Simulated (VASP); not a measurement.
# Si3N4 (I-43d) in VASP: notebook

Aim: see how the results for Si3N4 move with the level of theory and the settings. Levels: PBE, r2SCAN. Tasks: electric field gradients.

Program: VASP 6.6.1. These are calculated values, not measurements. Logs are shortened: lines on timing, memory, paths and dates and some standing lists are left out, and cuts for length are marked.

## (1) Starting point

The structure is cubic, space group I-43d (No. 220). The conventional cell has a = 6.475 Å, b = 6.475 Å, c = 6.475 Å, α = 90.00°, β = 90.00°, γ = 90.00°. Si (site symmetry -4) is surrounded by 4 N at 1.75 Å. N (site symmetry 3) is surrounded by 3 Si at 1.75 Å.

Measurements of this composition are mostly on another form, of space group No. 176.

## (2) Electric field gradients, PBE

Input file INCAR:

```
SYSTEM = Si3N4
PREC     = Accurate       ! precision mode
ENCUT    = 520            ! plane-wave cutoff, eV
EDIFF    = 1E-8           ! SCF threshold, eV
ISMEAR   = -1             ! smearing method
SIGMA    = 0.02           ! smearing width, eV
LREAL    = .FALSE.        ! projectors in reciprocal space
LASPH    = .TRUE.         ! aspherical terms in the spheres
NELM     = 100            ! most SCF steps
ALGO     = Normal         ! electronic algorithm
ISIF     = 2              ! what is computed and relaxed
LWAVE    = .FALSE.        ! write WAVECAR
LCHARG   = .FALSE.        ! write CHGCAR
GGA      = PE             ! functional
LEFG     = .TRUE.       
NBANDS   = 45             ! bands
```

Input file KPOINTS:

```
Automatic mesh
0
G
  6 6 6
  0 0 0
```

Input file POSCAR:

```
Si3N4
1.0
   -3.2373500000      3.2373500000      3.2373500000
    3.2373500000     -3.2373500000      3.2373500000
    3.2373500000      3.2373500000     -3.2373500000
Si N
6 8
Direct
    0.2500000000      0.1250000000      0.8750000000
    0.8750000000      0.2500000000      0.1250000000
    0.7500000000      0.3750000000      0.6250000000
    0.6250000000      0.7500000000      0.3750000000
    0.1250000000      0.8750000000      0.2500000000
    0.3750000000      0.6250000000      0.7500000000
    0.5628000000      0.5628000000      0.5628000000
    0.4372000000      0.5000000000      0.0000000000
    0.5000000000      0.0000000000      0.9372000000
    0.0000000000      0.4372000000      0.5000000000
    0.9372000000      0.5000000000      0.0000000000
    0.0628000000      0.0628000000      0.0628000000
    0.0000000000      0.9372000000      0.5000000000
    0.5000000000      0.0000000000      0.4372000000
```

Potentials or basis: VASP PAW PBE potentials, release 64 (Si, N).

Launch:

```console
$ cat potpaw_PBE.64/Si/POTCAR potpaw_PBE.64/N/POTCAR > POTCAR
$ mpirun -np 1 vasp_std > vasp.out
```

OUTCAR:

```text
SYSTEM = Si3N4
   PREC = Accurate
   ENCUT = 520
   EDIFF = 1E-8
   ISMEAR = -1
   LREAL = .FALSE.
   LASPH = .TRUE.
   NELM = 100
   ISIF = 2
   GGA = PE

 ion  position               nearest neighbor table
   1  0.250  0.125  0.875-  12 1.75   9 1.75   8 1.75  13 1.75   4 3.03   6 3.03   2 3.03   5 3.03
                             6 3.03   4 3.03   2 3.03   5 3.03
   2  0.875  0.250  0.125-  10 1.75  11 1.75  12 1.75   9 1.75   5 3.03   6 3.03   1 3.03   6 3.03
                             3 3.03   1 3.03   3 3.03   5 3.03
   3  0.750  0.375  0.625-   7 1.75  10 1.75  11 1.75  14 1.75   6 3.03   5 3.03   4 3.03   5 3.03
                             2 3.03   2 3.03   4 3.03   6 3.03
   4  0.625  0.750  0.375-   7 1.75   8 1.75  13 1.75  14 1.75   3 3.03   5 3.03   1 3.03   6 3.03
                             1 3.03   5 3.03   6 3.03   3 3.03
   5  0.125  0.875  0.250-  11 1.75  12 1.75  13 1.75  14 1.75   1 3.03   4 3.03   3 3.03   2 3.03
                             3 3.03   4 3.03   1 3.03   2 3.03
   6  0.375  0.625  0.750-  10 1.75   8 1.75   9 1.75   7 1.75   4 3.03   1 3.03   2 3.03   1 3.03
                             3 3.03   2 3.03   4 3.03   3 3.03
   7  0.563  0.563  0.563-   4 1.75   3 1.75   6 1.75
   8  0.437  0.500  0.000-   1 1.75   4 1.75   6 1.75
   9  0.500  0.000  0.937-   1 1.75   6 1.75   2 1.75
  10  0.000  0.437  0.500-   6 1.75   3 1.75   2 1.75
  11  0.937  0.500  0.000-   5 1.75   3 1.75   2 1.75
  12  0.063  0.063  0.063-   1 1.75   2 1.75   5 1.75
  13  0.000  0.937  0.500-   1 1.75   4 1.75   5 1.75
  14  0.500  0.000  0.437-   4 1.75   5 1.75   3 1.75

  LATTYP: Found a body centered cubic cell.
 ALAT       =     6.4747000000

  Lattice vectors:

 A1 = (  -3.2373500000,   3.2373500000,   3.2373500000)
 A2 = (   3.2373500000,  -3.2373500000,   3.2373500000)
 A3 = (   3.2373500000,   3.2373500000,  -3.2373500000)

Analysis of symmetry for initial positions (statically):
=====================================================================
 Subroutine PRICEL returns:
 Original cell was already a primitive cell.

 Routine SETGRP: Setting up the symmetry group for a
 body centered cubic supercell.

 Subroutine GETGRP returns: Found 24 space group operations
 (whereof  3 operations were pure point group operations)
 out of a pool of 48 trial point group operations.

The static configuration has the point symmetry C_3 .
 The point group associated with its full space group is T_d .

Analysis of symmetry for dynamics (positions and initial velocities):
=====================================================================
 Subroutine PRICEL returns:
 Original cell was already a primitive cell.
[... 957 lines left out ...]
      1.61868      0.80934      3.23735         0.000000      0.000000      0.000000
      3.23735     -1.61868      2.42801         0.000000      0.000000     -0.000000
      3.23735      1.61868      0.80934         0.000000      0.000000     -0.000000
      1.82198      1.82198      1.82198        -0.009037     -0.009037     -0.009037
      0.20331     -0.20331      3.03404        -0.009037      0.009037      0.009037
      1.41537      4.65272     -1.41537         0.009037      0.009037     -0.009037
      3.03404      0.20331     -0.20331         0.009037     -0.009037      0.009037
     -1.41537      1.41537      4.65272        -0.009037      0.009037      0.009037
      0.20331      0.20331      0.20331        -0.009037     -0.009037     -0.009037
      4.65272     -1.41537      1.41537         0.009037     -0.009037      0.009037
     -0.20331      3.03404      0.20331         0.009037      0.009037     -0.009037
 -----------------------------------------------------------------------------------
    total drift:                                0.000001      0.000001      0.000001

  FREE ENERGIE OF THE ION-ELECTRON SYSTEM (eV)
  ---------------------------------------------------
  free  energy   TOTEN  =      -113.1466037575 eV

  energy  without entropy=     -113.1466037575  energy(sigma->0) =     -113.14660376

 Electric field gradients (V/A^2)
---------------------------------------------------------------------
 ion       V_xx      V_yy      V_zz      V_xy      V_xz      V_yz
---------------------------------------------------------------------
   1      -0.799     0.400     0.400     0.000     0.000     0.000
   2       0.400    -0.799     0.400     0.000     0.000     0.000
   3      -0.799     0.400     0.400     0.000     0.000     0.000
   4       0.400    -0.799     0.400     0.000     0.000     0.000
   5       0.400     0.400    -0.799     0.000     0.000     0.000
   6       0.400     0.400    -0.799     0.000     0.000     0.000
   7       0.000    -0.000    -0.000   -27.637   -27.637   -27.637
   8      -0.000     0.000     0.000    27.635    27.635   -27.638
   9       0.000     0.000    -0.000   -27.638    27.635    27.635
  10       0.000    -0.000     0.000    27.635   -27.638    27.635
  11      -0.000     0.000     0.000    27.635    27.635   -27.638
  12      -0.000    -0.000     0.000   -27.637   -27.637   -27.637
  13       0.000    -0.000     0.000    27.635   -27.638    27.635
  14       0.000     0.000    -0.000   -27.638    27.635    27.635
---------------------------------------------------------------------

 Electric field gradients after diagonalization (V/A^2)
 (convention: |V_zz| > |V_xx| > |V_yy|)
----------------------------------------------------------------------
 ion       V_xx      V_yy      V_zz     asymmetry (V_yy - V_xx)/ V_zz
----------------------------------------------------------------------
   1       0.400     0.400    -0.799       0.000
   2       0.400     0.400    -0.799       0.000
   3       0.400     0.400    -0.799       0.000
   4       0.400     0.400    -0.799       0.000
   5       0.400     0.400    -0.799       0.000
   6       0.400     0.400    -0.799       0.000
   7      27.637    27.637   -55.275       0.000
   8      27.638    27.634   -55.272       0.000
   9      27.638    27.634   -55.272       0.000
  10      27.638    27.634   -55.272       0.000
  11      27.638    27.634   -55.272       0.000
  12      27.637    27.637   -55.275       0.000
  13      27.638    27.634   -55.272       0.000
  14      27.638    27.634   -55.272       0.000
----------------------------------------------------------------------

           NMR quadrupolar parameters

 Cq : quadrupolar parameter    Cq=e*Q*V_zz/h
 eta: asymmetry parameters     (V_yy - V_xx)/ V_zz
 Q  : nuclear electric quadrupole moment in mb (millibarn)
----------------------------------------------------------------------
 ion       Cq(MHz)       eta       Q (mb)
----------------------------------------------------------------------
   1      -0.002       0.000       1.000
   2      -0.002       0.000       1.000
   3      -0.002       0.000       1.000
   4      -0.002       0.000       1.000
   5      -0.002       0.000       1.000
   6      -0.002       0.000       1.000
   7      -0.134       0.000       1.000
   8      -0.134       0.000       1.000
   9      -0.134       0.000       1.000
  10      -0.134       0.000       1.000
  11      -0.134       0.000       1.000
  12      -0.134       0.000       1.000
  13      -0.134       0.000       1.000
  14      -0.134       0.000       1.000
----------------------------------------------------------------------
```

stdout:

```text
POSCAR found type information on POSCAR SiN
 POSCAR found :  2 types and      14 ions
 scaLAPACK will be used
 LDA part: xc-table for (Slater+PW92), standard interpolation
 POSCAR, INCAR and KPOINTS ok, starting setup
 FFT: planning ... GRIDC
 FFT: planning ... GRID_SOFT
 FFT: planning ... GRID
 WAVECAR not read
 entering main loop
ion   1

ion   2

ion   3

ion   4

ion   5

ion   6

ion   7

ion   8

ion   9

ion  10

ion  11

ion  12

ion  13

ion  14
```

Wall time 68 s (1 thread of Intel Xeon 6975P-C (Granite Rapids), shared host); peak memory 0.28 GiB.

What came out:

```
Free energy            : -113.1466 eV
Pressure               : 1.6 GPa
Largest force          : 0.016 eV/Å
Band gap on the k mesh : 4.07 eV, indirect (least direct gap 4.25 eV)
```

Forces on the atoms (eV/Å):
```
Si   0.000  0.000  0.000
Si   0.000  0.000  0.000
Si   0.000  0.000  0.000
Si   0.000  0.000  0.000
Si   0.000  0.000  0.000
Si   0.000  0.000  0.000
N   -0.009 -0.009 -0.009
N   -0.009  0.009  0.009
N    0.009  0.009 -0.009
N    0.009 -0.009  0.009
N   -0.009  0.009  0.009
N   -0.009 -0.009 -0.009
N    0.009 -0.009  0.009
N    0.009  0.009 -0.009
```

Levels at points of the mesh, in eV from the valence-band top:
```csv
k point,band 28,band 29,band 30,band 31,band 32,band 33,band 34,band 35,band 36,band 37
"(0.00, 0.00, 0.00)",-1.93,-0.16,-0.16,-0.16,-0.07,4.63,4.63,4.67,4.67,4.67
"(0.50, 0.00, 0.00)",-1.99,-1.28,-1.28,-0.02,-0.02,4.97,4.97,5.94,5.94,6.32
"(0.50, 0.50, 0.50)",-1.91,-1.91,-1.91,-1.20,-1.20,5.41,5.41,5.41,5.41,5.41
```

Electric field gradients, principal values (V/Å²):
```csv
atom,Vxx,Vyy,Vzz
1 Si,0.400,0.400,-0.799
2 Si,0.400,0.400,-0.799
3 Si,0.400,0.400,-0.799
4 Si,0.400,0.400,-0.799
5 Si,0.400,0.400,-0.799
6 Si,0.400,0.400,-0.799
7 N,27.637,27.637,-55.275
8 N,27.634,27.638,-55.272
9 N,27.634,27.638,-55.272
10 N,27.634,27.638,-55.272
11 N,27.634,27.638,-55.272
12 N,27.637,27.637,-55.275
13 N,27.634,27.638,-55.272
14 N,27.634,27.638,-55.272
```

(Continued in part 2 of 2.)
